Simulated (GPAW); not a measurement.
A run of GPAW 26.7.0:

File run.py:

```python
from ase import Atoms
from ase.dft.bandgap import bandgap
from ase.io import write
from ase.units import GPa
from gpaw import GPAW, PW

atoms = Atoms(['Mn', 'O'],
              cell=[[0.0, 2.2239077028, 2.2239077028],
                    [2.2239077028, 0.0, 2.2239077028],
                    [2.2239077028, 2.2239077028, 0.0]],
              scaled_positions=[[0.0, 0.0, 0.0],
                                [0.5, 0.5, 0.5]],
              pbc=True)
atoms.set_initial_magnetic_moments([5.0, 0.0])

calc = GPAW(mode=PW(650),
            xc='MGGA_X_R2SCAN+MGGA_C_R2SCAN',
            kpts={'size': (8, 8, 8), 'gamma': True},
            occupations={'name': 'fermi-dirac', 'width': 0.05},
            nbands=21,
            maxiter=120,
            txt='gpaw.txt')
atoms.calc = calc
energy = atoms.get_potential_energy()
forces = atoms.get_forces()
stress = atoms.get_stress()
calc.write('gs.gpw')
write('result.traj', atoms)
print(f'Energy: {energy:.6f} eV')
print('Forces (eV/A):')
print(forces.round(4))
print('Stress (GPa):', (stress / GPa).round(3))
print('Moments:', calc.get_magnetic_moments().round(3))
print('Fermi level:', round(calc.get_fermi_level(), 4), 'eV')
print(f'Gap: {bandgap(calc)[0]:.4f} eV, direct: {bandgap(calc, direct=True)[0]:.4f} eV')
```

Potentials or basis: GPAW PAW data sets (gpaw-data 1.2.1), pw.

Command:

```bash
$ OMP_NUM_THREADS=1 python run.py
```

Hardware: 1 thread of Arm Neoverse V2 (shared host).

Question: How long does it take, and how much memory?

Answer: Wall time 48 s on 1 thread of Arm Neoverse V2 (shared host), peak memory 0.25 GiB. Counts: scf iterations 11, plane waves 869, bands 21, k points 29.
